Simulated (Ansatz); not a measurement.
# F: the cost of one run

Computed with Ansatz 0.2.0 (DFT r2SCAN, scalar-relativistic, plane waves, PAW, unless a step's input says otherwise).

**1. The starting structure**

It takes space group C2/m (No. 12, monoclinic). The conventional cell has a = 5.370 Å, b = 3.103 Å, c = 7.255 Å, α = 90.00°, β = 107.51°, γ = 90.00°. F (site symmetry m) is surrounded by 1 F at 1.40 Å.

Coordinates:

```xyz
4
Lattice="2.6817 -1.5517 -0.1337 2.6817 1.5517 -0.1337 -1.8355 0.0000 7.0190" Properties=species:S:1:pos:R:3 pbc="T T T"
F     0.2690    0.0000    0.6460
F     3.2589    0.0000    6.1055
F     1.5653    0.0000    4.0462
F     1.9627    0.0000    2.7054
```

This cell was relaxed beforehand with the same method: volume 14.41 Å³/atom, gap on the mesh 3.69 eV.

**2. Volume × 0.97**

File input.yaml:

```yaml
crystal:
  lattice:
    - [2.6546244611, -1.5360251264, -0.1323804327]
    - [2.6546244611, 1.5360251264, -0.1323804327]
    - [-1.8169145498, 0.0, 6.9480770822]
  atoms:
    - { symbol: F, position: [0.0827347259, 0.0827347259, 0.0951896344] }
    - { symbol: F, position: [0.9172652741, 0.9172652741, 0.9048103656] }
    - { symbol: F, position: [0.4955834807, 0.4955834807, 0.5953442232] }
    - { symbol: F, position: [0.5044165193, 0.5044165193, 0.4046557768] }
basis:
  ecutwfc: 500
kpoints:
  mp_grid: { grid: [8, 8, 4] }
hamiltonian:
  xc: r2scan
scf:
  occupations: { method: gaussian, width: 0.02 }
output:
  forces: true
  stress: true
  eigenvalues: true
relax:
  adjacent_minimum: "off"
  f_tol: 0.01
  max_steps: 30
  cell: { stress_tol: 0.1, fix: [volume] }
```

Run with:

```sh
$ ansatz run input.yaml --threads 1 --pin off --max-ram 2560MiB --backend cpu --events-out ev --progress --plain --runs-dir out
```

What time and memory should one allow on 1 thread of Intel Xeon at 2.50GHz (Skylake/Cascade Lake), shared host?

About 2 min, with a peak of 0.53 GiB.
